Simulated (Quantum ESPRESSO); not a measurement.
**Ca in Quantum ESPRESSO: convergence with k mesh**

Input of the first run (k mesh 1 × 1 × 1); the others differ in this setting and in those tied to it:

File pw.in:

```
&CONTROL
  calculation = 'scf'
  prefix = 'pwscf'
  outdir = './tmp'
  pseudo_dir = './pseudo'
  tprnfor = .true.
  tstress = .true.
  disk_io = 'nowf'
/
&SYSTEM
  ibrav = 0
  nat = 1
  ntyp = 1
  ecutwfc = 61
  nbnd = 10
  occupations = 'smearing'
  smearing = 'mv'
  degauss = 0.00999582
/
&ELECTRONS
  conv_thr = 2d-10
  electron_maxstep = 120
  mixing_beta = 0.5
/
ATOMIC_SPECIES
Ca    40.0780 20_Ca_10_2.3_2.7_pbe_n_v1.0.upf
CELL_PARAMETERS angstrom
   0.0000000000    2.7942000000    2.7942000000
   2.7942000000    0.0000000000    2.7942000000
   2.7942000000    2.7942000000    0.0000000000
ATOMIC_POSITIONS crystal
Ca     0.0000000000    0.0000000000    0.0000000000
K_POINTS automatic
1 1 1 0 0 0
```

Potentials or basis: SPMS 1.0 PBE.

The run is started by

```sh
$ OMP_NUM_THREADS=1 pw.x -in pw.in > pw.out
```

Hardware: 1 thread of Arm Neoverse V2 (shared host).

**Question.** The values tried are 1 × 1 × 1, 2 × 2 × 2, 4 × 4 × 4, 5 × 5 × 5, 6 × 6 × 6, 7 × 7 × 7, 8 × 8 × 8, 10 × 10 × 10, 11 × 11 × 11, loosest first. From which on does the pressure stay within 0.1 GPa of the tightest run that finished?

**Answer.** From 6 × 6 × 6 on.

| k mesh | energy less the tightest run, at zero smearing (meV/atom) | pressure (GPa) | SCF cycles | CPU time (s) | peak memory (GiB) |
| --- | --- | --- | --- | --- | --- |
| 1 × 1 × 1 | -4980.36 | -7.49 | 7 | 0.73 | 0.05 |
| 2 × 2 × 2 | 391.46 | -3.34 | 8 | 1.4 | 0.05 |
| 4 × 4 × 4 | -66.23 | -0.49 | 7 | 2.8 | 0.05 |
| 5 × 5 × 5 | 5.37 | -0.74 | 8 | 3.7 | 0.05 |
| 6 × 6 × 6 | 24.80 | -0.67 | 8 | 5.8 | 0.05 |
| 7 × 7 × 7 | -4.71 | -0.58 | 8 | 7 | 0.05 |
| 8 × 8 × 8 | 1.91 | -0.62 | 8 | 10 | 0.05 |
| 10 × 10 × 10 | -1.40 | -0.62 | 8 | 16 | 0.06 |
| 11 × 11 × 11 | 0.00 | -0.60 | 8 | 19 | 0.06 |

Not settled before the last step: the energy (to 1 meV/atom). Meshes of other sizes hit other points, so gaps and Fermi surfaces needn't settle smoothly. The tightest run that finished is the yardstick and may itself not be fully converged.
